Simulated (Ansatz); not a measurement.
**KCl: energy along a strain**

KCl, Fm-3m, a = 6.312 Å (as given, not relaxed at this level: 0.6 GPa). Ansatz: PBE, PAW, 420 eV, Γ-centred 6×6×6 mesh on 2 atoms, Gaussian smearing 0.05 eV; no spin polarisation. Cell vectors (Å): 0.000 3.156 3.156; 3.156 0.000 3.156; 3.156 3.156 0.000. The cell is strained by x per cent times the pattern (0 1 0 0 0 0) in the order xx yy zz yz xz xy (engineering shears), with fractional coordinates held. y is the free energy over the start, V0 = 31.438 Å³/atom.

| x (%) | y (meV/atom) |
| --- | --- |
| -4.00 | ? |
| -3.00 | 7.75 |
| -2.00 | 4.11 |
| -1.00 | 1.57 |
| 0.00 | 0.00 |
| 1.00 | -0.73 |
| 2.00 | -0.73 |
| 3.00 | -0.10 |
| 3.50 | 0.43 |
| 4.00 | 1.09 |

Q: Fit y = c1 x + c2 x² + c3 x³ to the other rows, get the stiffness along the pattern, and predict the missing energy.

A: Least squares on the rows shown. y = −1.141 x + 0.4252 x² − 0.01816 x³. The clamped-ion stiffness p·C·p = 2 × 4.252 eV × 160.2 / 31.438 Å³ = 43 GPa, which is C22 in these axes (C11 of the cubic crystal) (second derivative at the start, which stands under stress). At x = -4.00 the fit asked for gives 12.53 meV/atom. The run gave 12.64 meV/atom, so the fit is 0.11 meV/atom too low, a small miss on the scale of the series.